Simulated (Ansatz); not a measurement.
**Strain and the gap of NaI (Fm-3m)**

A 2-atom cell of NaI started from a crystallographic database, relaxed with r2SCAN in Ansatz 0.2.0. Space group Fm-3m (No. 225), cubic; a = 6.459 Å in the conventional setting, 33.69 Å³ an atom. Na is surrounded by 6 I at 3.23 Å; I is surrounded by 6 Na at 3.23 Å.

The axes x, y and z are those of this cell:
```
CELL_PARAMETERS angstrom
0.00000 3.22963 3.22963
3.22963 0.00000 3.22963
3.22963 3.22963 0.00000
ATOMIC_POSITIONS crystal
Na 0.00000 0.00000 0.00000
I 0.50000 0.50000 0.50000
```

Unstrained: PBE gives a direct gap of 3.661 eV at Γ. r2SCAN gives a direct gap of 4.449 eV at Γ. With HSE06 the gap is 4.692 eV and direct, at Γ. Meshes: PBE 8×8×8, r2SCAN 8×8×8, HSE06 6×6×6. Strains are changes of length per length. After each strain the atoms were relaxed again with r2SCAN within the symmetry that the strain leaves, so tilts or polar shifts that break it weren't tested; points keep the names that they have in the unstrained zone. Calculated for a static, non-magnetic cell.

Changes of the least gap in eV (an overlap counts as a negative gap):
```tsv
strain	volume change (%)	space group	PBE	r2SCAN	HSE06	energy rise, r2SCAN (meV/atom)
epitaxial -2.78 % in the xy plane, free normal strain +1.39 %	-4.2	I4/mmm	+0.096	+0.113	+0.104	7.5
uniaxial +5.73 % along z	+5.7	I4/mmm	-0.170	-0.192	-0.184	9.5
```

Epitaxial -2.78 % in the xy plane, free normal strain +1.39 %. HSE06: the gap goes from 4.692 to 4.796 eV (+0.104 eV); with r2SCAN the top three valence levels at Γ, degenerate before, become 1+2 from the top over 39 meV. Stress change with r2SCAN, compression positive: xx +1.36, yy +1.36, zz -0.03 GPa.

Uniaxial +5.73 % along z, other directions held. HSE06: the gap goes from 4.692 to 4.508 eV (-0.184 eV); with r2SCAN the top three valence levels at Γ, degenerate before, become 1+2 from the top over 53 meV. Stress change with r2SCAN, compression positive: xx -0.40, yy -0.40, zz -1.40 GPa.

No spin-orbit coupling is included; it can move band edges with weight on the heavy atoms by tenths of an eV.

The meshes of the hybrids are coarse, so their gaps aren't converged to the digits shown.

The splittings at Γ are without spin-orbit coupling, which regroups them where it is of like size or larger.
